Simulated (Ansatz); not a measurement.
# MgO (P-6m2) in Ansatz: convergence with smearing width

Aim: find how far smearing width must go before the results for MgO settle, at PBEsol. This setting moves, with any that are tied to it; all else stays.

All numbers are computed with Ansatz 0.2.0; they aren't measurements. Logs are shortened: lines on timing, memory, paths and dates and some standing lists are left out, and cuts for length are marked.

## (1) Starting point

It takes space group P-6m2 (No. 187, hexagonal). Conventional cell: a = 2.938 Å, b = 2.938 Å, c = 2.680 Å, α = 90.00°, β = 90.00°, γ = 120.00°. Mg (site symmetry -6m2) has 6 O at 2.16 Å as nearest neighbours. O (site symmetry -6m2) has 6 Mg at 2.16 Å as nearest neighbours.

Measurements of this composition are mostly on another form, of space group No. 225.

## (2) With smearing width 0.3 eV

input.yaml reads:

```yaml
crystal:
  lattice:
    - [2.9380209034, 0.0, 0.0]
    - [-1.4690104517, 2.5444007392, 0.0]
    - [0.0, 0.0, 2.67968]
  atoms:
    - { symbol: Mg, position: [0.0, 0.0, 0.0] }
    - { symbol: O, position: [0.3333333333, 0.6666666667, 0.5] }
hamiltonian:
  xc: pbesol
  pseudopotentials: { kind: paw, level: accurate }
kpoints:
  mp_grid: { grid: [9, 9, 8] }
scf:
  occupations: { method: methfessel_paxton, width: 0.3 }
output:
  forces: true
  stress: true
  eigenvalues: true
```

Potentials or basis: Ansatz PAW earlier set.

Started as:

```sh
> ansatz run input.yaml --threads 2 --pin off --max-ram 5632MiB --backend cpu --events-out ev --progress --plain --runs-dir out
```

Log:

```text
Warning: RAYON_NUM_THREADS=2 ignored (pool sized by the plan → 2); use --threads N
Engine: ansatz 0.2.0, aarch64-unknown-linux-gnu
Pseudopotentials: kind: paw, level: accurate
Pseudopotential: Mg, paw, valence charge 10, recommended cutoff 760 eV (high), Mg.paw.azcp
Pseudopotential: O, paw, valence charge 6, recommended cutoff 900 eV (normal), O.paw.azcp#accurate
Functional definition: PBEsol
  exchange = pbesol_x
  correlation = pbesol_c
Crystal: 2 atoms, lattice volume = 20.032 Å³
Basis set: ecut = 900 eV, 1207 PW (Γ), exchange–correlation on 60×60×54 points (8 copies of the dense FFT grid, shifted against one another)
Bands: 12, of which v1, the nominal top of the filled ones, is band 8 counted from 1 (7 counted from 0)
Symmetry: 12 space group operations
Space group: P-6m2 (ITA 187), of the structure as read, at distance tolerance 2.7e-5 Å
k-points: 60 of 648 (time reversal used)
Non-local potential: Mg, projectors of the file, l = 0: 2, l = 1: 3, l = 2: 1, l = 3: 1
Non-local potential: O, projectors of the file, l = 0: 2, l = 1: 2, l = 2: 2, l = 3: 1
PAW form: soft (Blöchl's): semilocal exchange-correlation on the pseudo side does not see the compensation charge
PAW frozen core: Mg, regenerated for the run's functional, and the local potential with it (the file was generated under x = pbe(κ = 0.804, μ = 0.2195149727645171), c = pbe(β = 0.06672455060314922))
PAW frozen core: O, regenerated for the run's functional, and the local potential with it (the file was generated under x = pbe(κ = 0.804, μ = 0.2195149727645171), c = pbe(β = 0.06672455060314922))
PAW one-centre angular grid: Mg, 194 points (default); XC on 64 Gauss nodes
PAW one-centre angular grid: O, 194 points (default); XC on 64 Gauss nodes
Initial density: superposition of atomic densities (chi_scale 0.1, normalization cell, long waves kept (reshape's long-wave potential 0.00 eV rms))
Initial wavefunctions: pseudopotential atomic-orbital guess
Functional: x = pbesol(κ = 0.804, μ = 0.12345679012345678), c = pbesol(β = 0.046)
SCF iter   1: F=—  HF=-2475.472001 eV  |F-HF|=—  |Δ(HF+E_count)|=         —  Δρ=8.08e-2  dr2=6.71e-1  ethr=3.10e-3  ⟨swp⟩=4.8  Hψ=3926  notcnv=0
preconditioner: auto → none  [insulator: Δε(μ)=2.745 eV  Ē_g=17.327 eV  σ=0.300 eV  W_gap=1.00  n_scr=8 (ndim 8)  ℏωp=23.5 eV  f_vac=0.000  D(μ)=-0.00/eV (n_scr^D=0)  ε∞_Penn≈2.8]
SCF iter   2: F=—  HF=-2475.223438 eV  |F-HF|=—  |Δ(HF+E_count)|=   2.49e-1  S|Δr|=    0.00e0  Δρ=2.70e-2  dr2=1.03e-1  ethr=3.10e-3  ⟨swp⟩=2.0  Hψ=1859  notcnv=0
SCF iter   3: F=—  HF=-2475.217594 eV  |F-HF|=—  |Δ(HF+E_count)|=   5.84e-3  S|Δr|=    0.00e0  Δρ=1.64e-2  dr2=3.02e-2  ethr=6.47e-4  ⟨swp⟩=2.1  Hψ=901  notcnv=0
SCF iter   4: F=—  HF=-2475.211258 eV  |F-HF|=—  |Δ(HF+E_count)|=   6.34e-3  S|Δr|=    0.00e0  Δρ=4.07e-3  dr2=2.80e-3  ethr=1.88e-4  ⟨swp⟩=2.0  Hψ=954  notcnv=0
SCF iter   5: F=—  HF=-2475.210905 eV  |F-HF|=—  |Δ(HF+E_count)|=   3.54e-4  S|Δr|=    0.00e0  Δρ=8.03e-4  dr2=1.00e-4  ethr=1.75e-5  ⟨swp⟩=2.0  Hψ=925  notcnv=0
SCF iter   6: F=—  HF=-2475.210906 eV  |F-HF|=—  |Δ(HF+E_count)|=   1.28e-6  S|Δr|=    0.00e0  Δρ=5.63e-5  dr2=2.95e-7  ethr=6.26e-7  ⟨swp⟩=2.0  Hψ=900  notcnv=0
SCF iter   7: F=—  HF=-2475.210907 eV  |F-HF|=—  |Δ(HF+E_count)|=   9.07e-7  S|Δr|=    0.00e0  Δρ=6.47e-6  dr2=2.50e-9  ethr=6.25e-10  ⟨swp⟩=6.2  Hψ=3262  notcnv=0
SCF iter   8: F=-2475.210907 eV  HF=-2475.210907 eV  |F-HF|=1.05e-11  |Δ(HF+E_count)|=   2.49e-9  S|Δr|=    0.00e0  Δρ=5.90e-7  dr2=2.15e-11  ethr=1.56e-11  ⟨swp⟩=2.0  Hψ=2211  notcnv=0
SCF 1 converged in 8 iterations: F = -2475.210907 eV  dr2 = 2.15e-11
SCF converged after 8 iterations
Stability not checked: this state was not tested for a lower state beside it, because cold or Methfessel-Paxton smearing, or corrected tetrahedra, fill the levels in a way that the test cannot read (fill_not_monotonic; see scf.lower_state_search)
Free energy (F): -2475.210907 eV
Harris-Foulkes:  -2475.210907 eV  (|F-HF|=1.05e-11)
Internal energy: -2475.210907 eV  (E = F + TS)
E sigma→0 (E₀):  -2475.210907 eV
Fermi energy:    9.245663 eV
Step filling:    the computed levels leave a gap of 2.9242 eV = 9.7 smearing widths at the electron count; against every level under it full and every level over it empty, smearing changes F+E_penalty+E_count by +4.01e-11 meV and its σ→0 estimate by -4.54e-10 meV
--- Per-component energies (eV) ---
  E_band       = -306.925166
  E_kinetic    = 440.474965
  E_local      = -1632.949415  (includes V_loc(G=0)·N_el)
  E_nonlocal   = -67.422042
  E_hartree    = 585.409138
  E_xc         = -150.698738
  E_vxc        = -186.661437  (∫ρ·V_xc dr)
  E_paw        = -397.342994  (= ΣΔE_a, less E_core_relax)
  E_vpaw       = -31.185453  (= ΣTr[D̂ρ^β], less what the cores' own moments, if any, meet on the grid)
  E_core_relax = -0.000019  (the energy of the cores' relaxation)
  E_aug_tail   = -0.000105  (compensation charges beyond the density's cutoff)
  E_ewald      = -1252.775852
  E_core_change = 0.094155  (= ΣΔE_core)
  E_smearing   = 0.000000  (= −TS)
  E_closure    = 0.000000  (closes the sum)
  Σ components = -2475.210907   (vs F -2475.210907, Δ=0.00e0)
--- Forces (eV/Å), atoms counted from 1 ---
  atom   1  Mg     0.00000000    -0.00000000    -0.00000000
  atom   2  O     -0.00000000     0.00000000     0.00000000
  max |Σ_I F_I| component: 1.25e-16 eV/Å
--- Stress (GPa, compression-positive) ---
       -3.733186      -0.000000      -0.000000
        0.000000      -3.733186       0.000000
       -0.000000       0.000000      -3.898382
  P = ⅓ Tr σ = -3.7883 GPa (-37.883 kbar)
--- Band table (eV; the first three rows and the last of 60) ---
  k-point 0: bands = ["-65.1851", "-32.1180", "-32.1180", "-32.0615", "-9.6176", "7.1388", "7.1388", "7.3411", "10.6693", "19.4511", "23.2000", "23.2000"]
  k-point 1: bands = ["-65.1834", "-32.1164", "-32.1164", "-32.0792", "-9.4752", "6.2300", "7.2094", "7.2094", "11.5270", "19.5752", "23.4005", "23.4005"]
  k-point 2: bands = ["-65.1794", "-32.1218", "-32.1125", "-32.1125", "-9.1050", "4.3789", "7.3853", "7.3853", "12.9640", "19.2635", "23.9777", "23.9777"]
  k-point 59: bands = ["-65.1663", "-32.1619", "-32.1537", "-32.1497", "-7.6988", "4.2113", "5.2322", "5.2506", "13.9578", "18.1885", "21.0594", "22.3277"]
```

Wall time 2.3 s (2 threads of Arm Neoverse V2, shared host); peak memory 0.34 GiB.

Results:

```
Free energy            : -2475.2109 eV
Pressure               : -3.8 GPa
Band gap on the k mesh : 2.92 eV, indirect (least direct gap 3.33 eV)
```

## (3) With smearing width 0.2 eV

input.yaml: that of step 2 with these lines changed.

```diff
@@ -14,3 +14,3 @@
 scf:
-  occupations: { method: methfessel_paxton, width: 0.3 }
+  occupations: { method: methfessel_paxton, width: 0.2 }
 output:
```

Potentials or basis: Ansatz PAW earlier set.

Started as:

```sh
> ansatz run input.yaml --threads 2 --pin off --max-ram 5632MiB --backend cpu --events-out ev --progress --plain --runs-dir out
```

It took 2.3 s on 2 threads of Arm Neoverse V2, shared host; peak memory 0.34 GiB.

What came out:

```
Free energy            : -2475.2109 eV
Pressure               : -3.8 GPa
Band gap on the k mesh : 2.92 eV, indirect (least direct gap 3.33 eV)
```

## (4) With smearing width 0.15 eV

input.yaml: that of step 3 with these lines changed.

```diff
@@ -14,3 +14,3 @@
 scf:
-  occupations: { method: methfessel_paxton, width: 0.2 }
+  occupations: { method: methfessel_paxton, width: 0.15 }
 output:
```

Started as:

```sh
> ansatz run input.yaml --threads 2 --pin off --max-ram 5632MiB --backend cpu --events-out ev --progress --plain --runs-dir out
```

Run time: 2.4 s. Hardware: 2 threads of Arm Neoverse V2, shared host; peak memory 0.34 GiB.

What came out:

```yaml
Free_energy: -2475.2109 eV
Pressure: -3.8 GPa
Band_gap_on_the_k_mesh: 2.92 eV, indirect (least direct gap 3.33 eV)
```

## (5) With smearing width 0.1 eV

input.yaml: that of step 4 with these lines changed.

```diff
@@ -14,3 +14,3 @@
 scf:
-  occupations: { method: methfessel_paxton, width: 0.15 }
+  occupations: { method: methfessel_paxton, width: 0.1 }
 output:
```

Started as:

```sh
> ansatz run input.yaml --threads 2 --pin off --max-ram 5632MiB --backend cpu --events-out ev --progress --plain --runs-dir out
```

It took 2.4 s on 2 threads of Arm Neoverse V2, shared host; peak memory 0.34 GiB.

What came out:

| Property | Result |
| --- | --- |
| Free energy | -2475.2109 eV |
| Pressure | -3.8 GPa |
| Band gap on the k mesh | 2.92 eV, indirect (least direct gap 3.33 eV) |

## (6) With smearing width 0.05 eV

input.yaml: that of step 5 with these lines changed.

```diff
@@ -14,3 +14,3 @@
 scf:
-  occupations: { method: methfessel_paxton, width: 0.1 }
+  occupations: { method: methfessel_paxton, width: 0.05 }
 output:
```

Potentials or basis: Ansatz PAW earlier set.

Started as:

```sh
> ansatz run input.yaml --threads 2 --pin off --max-ram 5632MiB --backend cpu --events-out ev --progress --plain --runs-dir out
```

It took 2.1 s on 2 threads of Arm Neoverse V2, shared host; peak memory 0.34 GiB.

It converged, with:

* Free energy: -2475.2109 eV
* Pressure: -3.8 GPa
* Band gap on the k mesh: 2.92 eV, indirect (least direct gap 3.33 eV)

## (7) With smearing width 0.025 eV

input.yaml: that of step 6 with these lines changed.

```diff
@@ -14,3 +14,3 @@
 scf:
-  occupations: { method: methfessel_paxton, width: 0.05 }
+  occupations: { method: methfessel_paxton, width: 0.025 }
 output:
```

Started as:

```sh
> ansatz run input.yaml --threads 2 --pin off --max-ram 5632MiB --backend cpu --events-out ev --progress --plain --runs-dir out
```

Wall time 2.1 s (2 threads of Arm Neoverse V2, shared host); peak memory 0.34 GiB.

The run converged. Its results:

```
Free energy            : -2475.2109 eV
Pressure               : -3.8 GPa
Band gap on the k mesh : 2.92 eV, indirect (least direct gap 3.33 eV)
```

## (8) With smearing width 0.01 eV

input.yaml: that of step 7 with these lines changed.

```diff
@@ -14,3 +14,3 @@
 scf:
-  occupations: { method: methfessel_paxton, width: 0.025 }
+  occupations: { method: methfessel_paxton, width: 0.01 }
 output:
```

Started as:

```sh
> ansatz run input.yaml --threads 2 --pin off --max-ram 5632MiB --backend cpu --events-out ev --progress --plain --runs-dir out
```

It took 2.2 s on 2 threads of Arm Neoverse V2, shared host; peak memory 0.34 GiB.

Results (log left out):

```
Free energy            : -2475.2109 eV
Pressure               : -3.8 GPa
Band gap on the k mesh : 2.92 eV, indirect (least direct gap 3.33 eV)
```

## (9) With smearing width 0.005 eV

input.yaml: that of step 8 with these lines changed.

```diff
@@ -14,3 +14,3 @@
 scf:
-  occupations: { method: methfessel_paxton, width: 0.01 }
+  occupations: { method: methfessel_paxton, width: 0.005 }
 output:
```

Potentials or basis: Ansatz PAW earlier set.

Started as:

```sh
> ansatz run input.yaml --threads 2 --pin off --max-ram 5632MiB --backend cpu --events-out ev --progress --plain --runs-dir out
```

Wall time 2.1 s (2 threads of Arm Neoverse V2, shared host); peak memory 0.34 GiB.

The run converged. Its results:

| Quantity | Value |
| --- | --- |
| Free energy | -2475.2109 eV |
| Pressure | -3.8 GPa |
| Band gap on the k mesh | 2.92 eV, indirect (least direct gap 3.33 eV) |

## (10) Result

| smearing width | energy less the tightest run, at zero smearing (meV/atom) | SCF cycles | CPU time (s) | peak memory (GiB) |
| --- | --- | --- | --- | --- |
| 0.3 eV | 0.00 | 8 | 4.4 | 0.34 |
| 0.2 eV | 0.00 | 8 | 4.5 | 0.34 |
| 0.15 eV | 0.00 | 8 | 4.5 | 0.34 |
| 0.1 eV | 0.00 | 8 | 4.5 | 0.34 |
| 0.05 eV | 0.00 | 7 | 4 | 0.34 |
| 0.025 eV | 0.00 | 7 | 4 | 0.34 |
| 0.01 eV | 0.00 | 7 | 4.1 | 0.34 |
| 0.005 eV | 0.00 | 7 | 4 | 0.34 |

Against the tightest run, the energy stays within 1 meV/atom from 0.3 eV on. The tightest run that finished is the yardstick and may itself not be fully converged.

Caveats: odd divisions of the mesh miss points on the zone boundary, where band edges often lie, so the gap on the mesh can be too wide; the PAW data sets come from PBE, with cores solved anew for the run's functional, which leaves a small shift of forces and pressure.
